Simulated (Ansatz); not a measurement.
Runs of Ansatz 0.2.0 on Ga. The structure is cubic, space group Pm-3m (No. 221). The conventional cell has a = 2.716 Å, b = 2.716 Å, c = 2.716 Å, α = 90.00°, β = 90.00°, γ = 90.00°. Ga (site symmetry m-3m) has 6 Ga at 2.72 Å as nearest neighbours. The cell was built by a generator and needn't be a form met in nature.

```tsv
task	level	cell	points for each segment of the path	gap on the mesh (eV)	pressure (GPa)
relaxation of cell and atoms	revPBE	relaxed	-	none	0.0
band structure	PBEsol	as given	14	none	-3.1
band structure	revPBE	as given	14	none	1.4
band structure	BLYP	as given	14	none	5.0
band structure	RPBE	as given	14	none	(a)
```

Alike in all rows: potentials or basis Ansatz PAW; no spin polarisation; k mesh 10 × 10 × 10; cutoff (eV) 420; smearing fermi-dirac 0.05 eV.

Q: Fill in the values left out.

A: (a) 1.9.

Caveats: the PAW data sets come from PBE, with cores solved anew for the run's functional, which leaves a small shift of forces and pressure; the plane-wave basis is chosen anew once the cell has moved, so the energies of steps on either side of that aren't comparable (some runs).

A k mesh can miss the band edges, and the runs leave out spin-orbit coupling on Ga.

A gap of «none» marks a metal or a gap under the smearing width.

Runs at the PBE level aren't shown here.
